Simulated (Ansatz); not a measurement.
AlCo3: which magnetic state is lowest?

These are results of DFT PBEsol, scalar-relativistic, plane waves, PAW (Ansatz 0.2.0), not measurements.

```
CELL_PARAMETERS angstrom
3.57495 0.00000 0.00000
0.00000 3.57495 0.00000
0.00000 0.00000 3.57495
ATOMIC_POSITIONS crystal
Al 0.00000 0.00000 0.00000
Co 0.50000 0.50000 0.00000
Co 0.50000 0.00000 0.50000
Co 0.00000 0.50000 0.50000
```

The plane-wave cutoff is 420 eV, the Γ-centred k-mesh is 12×12×12 and the occupation rule is Gaussian smearing, 0.1 eV. The list of starting moments (μB, in atom order) is 0 3 3 3. The check for lower electronic states after the SCF is off.

All runs keep this geometry, which isn't relaxed for the lowest state (largest force there 0.000 eV/Å, pressure -7.4 GPa; forces reach 0.32 eV/Å in another state) and needn't be a stable compound; relaxing each order would shift the differences by some 32 meV/atom, going by the pressures and a bulk modulus of about 150 GPa. Signs run over the atoms with starting moments. A propagation vector, in units of the reciprocal vectors, doubles the cell, which takes an equally dense mesh. The large starts are 0 4.5 4.5 4.5 μB. The small starts are 0 0.5 0.5 0.5 μB. Site moments are spin moments in atom-centred spheres that scale with the neighbour distance. The states are those that the runs reached from these starts; a lower one can exist.

**Question.** Starts tried: no spin; ferromagnetic; large parallel starting moments; ferrimagnetic in the cell, signs ++-; antiferromagnetic, doubled cell, propagation vector (0, 0, 1/2); antiferromagnetic, doubled cell, propagation vector (0, 1/2, 1/2); antiferromagnetic, doubled cell, propagation vector (1/2, 1/2, 1/2); small parallel starting moments. Which state comes out lowest, and what are the moments?

**Answer.** The lowest state is ferromagnetic, reached from the start “ferromagnetic” and the start “large parallel starting moments” and the start “small parallel starting moments”, with site moments (μB) Al -0.06, Co +1.35 (×3).

```
                                                              start ends energy above lowest (meV/atom) site moments (μB) gap on mesh (eV) P (GPa)
                                                            no spin non-magnetic                            52.4                                    none over 0.05             metal    -13.8
                                                      ferromagnetic ferromagnetic                            0.00                           Al -0.06, Co +1.35 (×3) metal     -7.4
                                    large parallel starting moments ferromagnetic                            0.00                           Al -0.06, Co +1.35 (×3) metal     -7.4
                               ferrimagnetic in the cell, signs ++-      ferrimagnetic                            51.7                           Co -0.19 (×2), Co +0.34             metal    -13.5
    antiferromagnetic, doubled cell, propagation vector (0, 0, 1/2) antiferromagnetic                            34.5  Co +0.81, Co +0.95 (×2), Co -0.81, Co -0.95 (×2) metal    -10.7
  antiferromagnetic, doubled cell, propagation vector (0, 1/2, 1/2) antiferromagnetic                            39.9  Co +0.69 (×2), Co +1.03, Co -0.69 (×2), Co -1.03             metal    -11.3
antiferromagnetic, doubled cell, propagation vector (1/2, 1/2, 1/2) antiferromagnetic                            51.2                      Co +0.39 (×3), Co -0.39 (×3) metal    -13.2
                                    small parallel starting moments ferromagnetic                            0.00                           Al -0.06, Co +1.35 (×3) metal     -7.4
```